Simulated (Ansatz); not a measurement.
Level of theory: DFT PBE, scalar-relativistic, plane waves, PAW (Ansatz). All cells share a 420 eV cutoff and Γ-centred k meshes spaced at most about 0.3 Å⁻¹ (about 0.25 or finer for metals, 2π included). No spin polarisation.

Temperature and zero-point effects are left out.

Question: Order these relaxed structures of SnGe5 by energy, lowest first, with the energy over the lowest of them.
A.

```
CELL_PARAMETERS angstrom
0.00000 4.64915 4.64915
4.64915 0.00000 4.64915
4.64915 4.64915 0.00000
ATOMIC_POSITIONS crystal
Sn 0.00000 0.00000 0.00000
Ge 0.50000 0.50000 0.50000
Ge 0.95602 0.34799 0.34799
Ge 0.34799 0.95602 0.34799
Ge 0.34799 0.34799 0.95602
Ge 0.34799 0.34799 0.34799
```

B.

```
CELL_PARAMETERS angstrom
5.51514 0.00000 0.00000
-2.75757 4.77625 0.00000
0.00000 0.00000 5.04393
ATOMIC_POSITIONS crystal
Sn 0.00000 0.00000 0.00000
Ge 0.33333 0.66667 0.00000
Ge 0.66667 0.33333 0.00000
Ge 0.50000 0.00000 0.50000
Ge 0.50000 0.50000 0.50000
Ge 0.00000 0.50000 0.50000
```

C.

```
CELL_PARAMETERS angstrom
7.72667 0.00000 0.00000
0.00000 7.72667 0.00000
0.00000 0.00000 2.73753
ATOMIC_POSITIONS crystal
Sn 0.00000 0.00000 0.50000
Ge 0.26283 0.26283 0.50000
Ge 0.73717 0.73717 0.50000
Ge 0.73717 0.26283 0.50000
Ge 0.26283 0.73717 0.50000
Ge 0.50000 0.50000 0.50000
```

Answer: B (0 meV/atom), C (219 meV/atom), A (380 meV/atom). Forms: B CaCu5 type, P6/mmm; C P4/mmm; A F-43m. Counting Ge atoms around Sn (those within 1.25 times the shortest such distance or 1.15 times the sum of covalent radii; a plus sign parts nearer from farther groups; the shortest distance is added where it is long for a bond): B has Sn 6+12 from 3.2 Å; C has Sn 4; A has Sn 12+6 from 3.8 Å. All come from invented guesses. The lowest form computed isn't among them: it has space group Pmmm (No. 47), 20.8 Å³/atom and lies 69 meV/atom below the best shown. Even the lowest of the cells shown lies +0.35 eV/atom against the elements.

Cells relaxed within their symmetry can be saddle points. Some candidate types were left out of the draw beforehand, so a known form may be missing.
